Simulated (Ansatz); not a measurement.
# The polar optical mode of BN at 40 GPa, worked through

These are results of Ansatz, DFT PBEsol, scalar-relativistic, plane waves, PAW, not measurements. Settings: 420 eV plane-wave cutoff, Γ-centred 12×12×12 mesh, fixed occupations. No spin polarisation. Phonons by linear response, acoustic sum rule imposed.

The cell, relaxed at 40 GPa:
```
B N
1.0
     0.00000    1.75052    1.75052
     1.75052    0.00000    1.75052
     1.75052    1.75052    0.00000
B N
1 1
Cartesian
  0.0000 0.0000 0.0000
  2.6258 2.6258 2.6258
```

Other phases may be more stable at this pressure.

Linear response gives ν_TO = 1165.2 cm⁻¹, Born charges ±1.859 e (positive on B) and ε∞ = 4.554. The primitive cell holds 10.728 Å³, and the masses are 10.810 and 14.007 amu.

Q: Find ν_LO and the static dielectric constant.

A: The long-wave field adds a restoring force: ω_LO² − ω_TO² = Z*²e²/(ε_vac ε∞ μV). In these units ν_LO² − ν_TO² = 4.92064×10⁷ Z*²/(μ V ε∞) cm⁻², with μ = m₁m₂/(m₁ + m₂) = 6.101 amu: 570669 cm⁻². So ν_LO = √(1165.2² + 570669) = 1388.6 cm⁻¹, and the run gives 1388.6. Lyddane–Sachs–Teller then gives ε0 = ε∞ (ν_LO/ν_TO)² = 6.47, against 6.47 in the run (it forms both from the same three quantities, so the match checks the arithmetic only). Between ν_TO and ν_LO the dielectric function is negative and an undamped crystal reflects fully: a reststrahlen band from 7.2 to 8.6 μm.

Q: What do the Clausius–Mossotti polarisability and the Szigeti charge come to?

A: With the Lorentz local field, α = (3V/4π)(ε∞ − 1)/(ε∞ + 2) = 1.39 Å³ for the pair, and e_S = 3Z*/(ε∞ + 2) = 0.85 e. The Born charge includes the electrons' response to the dipole's own local field, and e_S takes that enhancement out. The Lorentz field assumes point-like polarisable ions, a poor picture once ε∞ is this large, since the electron clouds then overlap or are shared, so both numbers are formal here.

Q: How strongly does a slow electron couple to the LO mode?

A: For one isotropic parabolic band, Fröhlich's constant is α_F = (1/ε∞ − 1/ε0) √(m* Ry/ħω_LO), with Ry = 13.606 eV, ħω_LO = 172.2 meV and m* in free-electron masses: α_F = 0.0650 × 8.89 × √m* = 0.58 √m*. The band mass isn't part of this run; for m* = 0.1, 0.3 and 1 it gives 0.18, 0.32, 0.58. In weak coupling the polaron lies α_F ħω_LO below the band edge (54 meV at m* = 0.3) with a mass m*(1 + α_F/6); past α_F of about 5 or 6 that expansion fails. A semilocal functional's ε∞ tends to be too large, which taken alone lowers α_F.

Cost: 1 run of about 0.2 core-minutes, on Arm Neoverse V1 (shared hosts).

The lattice is strongly polar yet only modestly polarisable by ionic displacement: ε0 is 6.47 against an ε∞ of 4.554, so most of the static screening is electronic. The reason is the stiffness of the short, directional sp³ bonds between two small first-row atoms, which lets a static field displace the sublattices only slightly despite a Born charge of 1.859 e. The light masses raise both optical frequencies and widen their absolute separation, but cancel from the LO/TO ratio and hence from ε0. That Born charge measures the polarisation created as the atoms move, including charge flow along the bonds, and so is no count of electrons transferred from B to N.

The same stiffness keeps the Fröhlich coupling weak to moderate for the trial masses, since little ionic screening is left to follow a slow carrier, and the high LO energy reduces it further. With a single compressed volume, the calculation can't show whether pressure strengthens or weakens the bond's polarity.
